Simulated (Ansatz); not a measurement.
# Ga vacancy in GaAs, calculated

Level of theory: PBE, no spin polarisation, scalar-relativistic; Ansatz, plane waves to 420 eV (PAW set soft_2), k-mesh 3×3×3.

The relaxed host crystal (Kohn–Sham gap 0.16 eV on this mesh):

```
Ga As
1.0
     0.00000    2.87299    2.87299
     2.87299    0.00000    2.87299
     2.87299    2.87299    0.00000
Ga As
1 1
Direct
  0.00000 0.00000 0.00000
  0.25000 0.25000 0.25000
```

Supercell of 32 atoms, rows of the matrix [[1,1,-3],[1,1,1],[1,-3,1]] times the cell vectors; Ga vacancy at (0.000, 0.000, 0.000) in fractions of the cell above. Atoms are relaxed at the host's cell, from a start shaken by 0.03 Å near the defect.

How does the lattice relax around the defect?

Distances from the empty Ga site (Å), by shell of the perfect crystal:

```csv
shell,perfect crystal,"relaxed, charge 0"
4 As,2.49,2.25
```

```json
{"charge": "0", "gap of the cell on the mesh (eV)": "0.00"}
```

The host's gap is narrow at this level, and the cell is left with a partly filled band, so the electrons or holes that the defect brings lie in a band of the host and aren't shown to be bound to it.

No formation energy is given, since the neutral cell holds a carrier in a band.

Caveats: the run had no spin, so the odd electron couldn't take a moment, and a state with one unpaired electron may lie lower; small supercell, so energies and levels can be off by tenths of an eV; one random start near the defect, so other minima are possible.
